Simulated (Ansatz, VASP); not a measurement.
Two plane-wave programs on Ta

INCAR

```
PREC = Accurate
ENCUT = 520
EDIFF = 1E-6
ISMEAR = -1
SIGMA = 0.1
LREAL = F
LASPH = T
NELM = 80
ALGO = Normal
ISIF = 2
LWAVE = F
LCHARG = F
GGA = RE
NBANDS = 18
```

KPOINTS

```
regular mesh
0
Gamma
  10 10 10
```

POSCAR

```
Ta
1.0
    0.0000000000      2.9882971810      2.9882971810
    2.9882971810      0.0000000000      2.9882971810
    2.9882971810      2.9882971810      0.0000000000
Ta
2
Direct
    0.1250000000      0.1250000000      0.1250000000
    0.8750000000      0.8750000000      0.8750000000
```

Input for Ansatz:

```yaml
crystal:
  lattice:
    - [0.0, 2.988297181, 2.988297181]
    - [2.988297181, 0.0, 2.988297181]
    - [2.988297181, 2.988297181, 0.0]
  atoms:
    - { symbol: Ta, position: [0.125, 0.125, 0.125] }
    - { symbol: Ta, position: [0.875, 0.875, 0.875] }
hamiltonian:
  xc: revpbe
  pseudopotentials:
    kind: paw
    azcp:
      Ta: "pseudopotentials/Ta.paw.azcp"
basis:
  ecutwfc: 420
  fft_grid_basis: typed
kpoints:
  mp_grid: { grid: [10, 10, 10], shift: [0, 0, 0] }
magnetization:
  spin_polarized: false
scf:
  occupations: { method: fermi_dirac, width: 0.1 }
  lower_state_search: "off"
output:
  stress: true
  write_density: true
  write_potential: true
  elf: true
  volumetric_format: npy
```

Alike in both runs: task single point; functional revPBE; k mesh 10 × 10 × 10; occupations fermi-dirac, width 0.1 eV; no spin polarisation.

|  | VASP | Ansatz |
| --- | --- | --- |
| version | VASP 6.6.1 | Ansatz 0.2.0 |
| potentials or method | VASP PAW PBE potentials, release 64 (Ta_pv) | plane waves (420 eV) with PAW, scalar-relativistic |
| plane-wave cutoff (eV) | 520 | 420 |
| valence electrons in the cell | 22 | 26 |

Ansatz gave:

| Quantity | Value |
| --- | --- |
| pressure (GPa) | 6.4 |

Question: Which values does VASP return?

Answer: Pressure (GPa): 6.5.

The two sets of potentials don't hold the same shells in valence.

Caveats: the PAW data sets were made with another functional, which shifts forces and pressure a little (VASP). Spin-orbit coupling is left out, which matters for the levels of Ta.
